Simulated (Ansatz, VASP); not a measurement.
This is a calculation of Ti for Ansatz 0.2.0.

Contents of input.yaml:

```yaml
crystal:
  lattice:
    - [0.0, 2.03, 2.03]
    - [2.03, 0.0, 2.03]
    - [2.03, 2.03, 0.0]
  atoms:
    - { symbol: Ti, position: [0.0, 0.0, 0.0] }
kpoints:
  mp_grid: { grid: [11, 11, 11] }
scf:
  occupations: { method: fermi_dirac, width: 0.05 }
hamiltonian:
  xc: lda
  pseudopotentials: { kind: all_electron, lapw: { basis_error: 0.001 } }
output:
  forces: true
  stress: true
  eigenvalues: true
```

Potentials or basis: all-electron LAPW, scalar-relativistic.

Command:

```bash
$ ansatz run input.yaml --threads 1 --pin off --max-ram 3072MiB --backend cpu --events-out ev --progress --plain --runs-dir out
```

Problem. Set up the same calculation for VASP 6.6.1. Potentials there: VASP PAW LDA potentials, release 64 (Ti_sv).

Solution. As run (the cutoff follows the program's own potentials):

The input INCAR:

```
SYSTEM = Ti
  ALGO = Normal
  EDIFF = 1E-7
  ENCUT = 520
  ISIF = 2
  ISMEAR = -1
  LASPH = .TRUE.
  LCHARG = .FALSE.
  LREAL = .FALSE.
  LWAVE = .FALSE.
  NBANDS = 12
  NELM = 80
  PREC = Accurate
  SIGMA = 0.05
```

KPOINTS

```
k-points
0
G
  11 11 11
  0 0 0
```

POSCAR

```
Ti
1.0
    0.0000000000      2.0300000000      2.0300000000
    2.0300000000      0.0000000000      2.0300000000
    2.0300000000      2.0300000000      0.0000000000
Ti
1
Direct
    0.0000000000      0.0000000000      0.0000000000
```

Potentials or basis: VASP PAW LDA potentials, release 64 (Ti_sv).

Launch:

```console
$ cat potpaw_LDA.64/Ti_sv/POTCAR > POTCAR
$ mpirun -np 1 vasp_std > vasp.out
```

Both were run:

|  | VASP | Ansatz | Ansatz less VASP |
| --- | --- | --- | --- |
| gap on the k mesh at the Fermi level (eV) | none | none | - |
| pressure (GPa) | -5.3 | -5.1 | +0.14 |

A gap of «none» marks a metal or a gap that the smearing closes. Ansatz ran all-electron here, so the differences hold the error of VASP's frozen core and of both bases.
